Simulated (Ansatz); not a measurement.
Method: DFT PBE, scalar-relativistic, plane waves, PAW in Ansatz 0.2.0. All cells share a 420 eV cutoff and Γ-centred k meshes spaced at most about 0.3 Å⁻¹ (about 0.25 or finer for metals, 2π included). No spin polarisation.

All energies are static (0 K, no zero-point motion).

Compare these two cells of BeSe4, each relaxed at this level.

A.

```
CELL_PARAMETERS angstrom
-3.71513 3.71513 2.20063
3.71513 -3.71513 2.20063
3.71513 3.71513 -2.20063
ATOMIC_POSITIONS crystal
Be 0.00000 0.00000 0.00000
Se 0.17042 0.72499 0.89541
Se 0.72499 0.82958 0.55456
Se 0.27501 0.17042 0.44544
Se 0.82958 0.27501 0.10459
```

B.

```
CELL_PARAMETERS angstrom
3.98809 -5.01295 0.00000
3.98809 5.01295 0.00000
0.00000 0.00000 3.53507
ATOMIC_POSITIONS crystal
Be 0.00000 0.00000 0.00000
Se 0.61193 0.38807 0.00000
Se 0.16313 0.16313 0.50000
Se 0.83687 0.83687 0.50000
Se 0.38807 0.61193 0.00000
```

Question: Which form is favoured at zero pressure, and by what margin per atom?

Answer: A is lower, by 52 meV/atom. A has space group I4/m (No. 87), 24.3 Å³/atom and no gap on its mesh; B has space group Cmmm (No. 65), 28.3 Å³/atom and no gap. A holds Se–Se chains (shortest 2.53 Å); B holds Se–Se pairs (shortest 2.24 Å). Even the lower one lies +0.13 eV/atom against the reference forms of the elements (uncorrected), so neither is stable at this level. In A, around Be lie 4 Se at 2.40 Å; around Se lie 1 Be at 2.40 Å and 2 Se at 2.53 Å. In B, around Be lie 4 Se at 2.19 Å; Se on a site of symmetry m2m has 1 Se at 2.24 Å; around Se on a site of symmetry 2mm lie 2 Be at 2.19 Å and 1 Se at 2.60 Å. Both come from invented guesses. The lowest form computed isn't among them: it has space group P-3m1 (No. 164), 19.3 Å³/atom and lies 15 meV/atom below the best shown.

Weakly bound directions are ill-defined at this level, which has no dispersion term (Cmmm), and this can change margins and order among such cells. Cells relaxed within their symmetry can be saddle points. Some candidate types were left out of the draw beforehand, so a known form may be missing.
